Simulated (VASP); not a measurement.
HfS2:

```
Hf S
1.0
     3.66996    0.00000    0.00000
    -1.83498    3.17827    0.00000
     0.00000    0.00000    5.87840
Hf S
1 2
Direct
  0.00000 0.00000 0.00000
  0.66667 0.33333 0.74789
  0.33333 0.66667 0.25211
```

The cell is a database's computed one.

The cell isn't the ideal one: a relaxed cell with its volume scaled by 1.06.

```yaml
Program: VASP 6.6.1
Task: relaxation of shape and atoms at fixed volume
Functional: PBE
Dispersion: D3(BJ)
Potentials_or_basis: VASP PAW PBE potentials, release 64 (Hf_pv, S)
Cutoff: 600 eV
k_mesh: 9 × 9 × 5
Occupations: gaussian, width 0.03 eV
Spin: no spin polarisation
```

At the start: pressure -5.4 GPa; volume 22.86 Å³/atom.

Q: Where does the relaxation end?

A: Over 5 steps the energy falls by 16.5 meV/atom; space group P-3m1 (No. 164, to 0.05 Å).

Step by step:
```
step  energy change (eV)  largest force (eV/Å)  pressure (GPa)
   1              0.0000                0.6570           -5.37
   2             -0.0319                0.3072           -3.71
   3             -0.0420                0.0228           -2.10
   4             -0.0479                0.0076           -1.71
   5             -0.0495                0.0079           -1.41
```

Final structure:
```
CELL_PARAMETERS angstrom
3.62557 0.00000 0.00000
-1.81279 3.13984 0.00000
0.00000 0.00000 6.02321
ATOMIC_POSITIONS crystal
Hf 0.00000 0.00000 0.00000
S 0.66667 0.33333 0.75940
S 0.33333 0.66667 0.24060
```
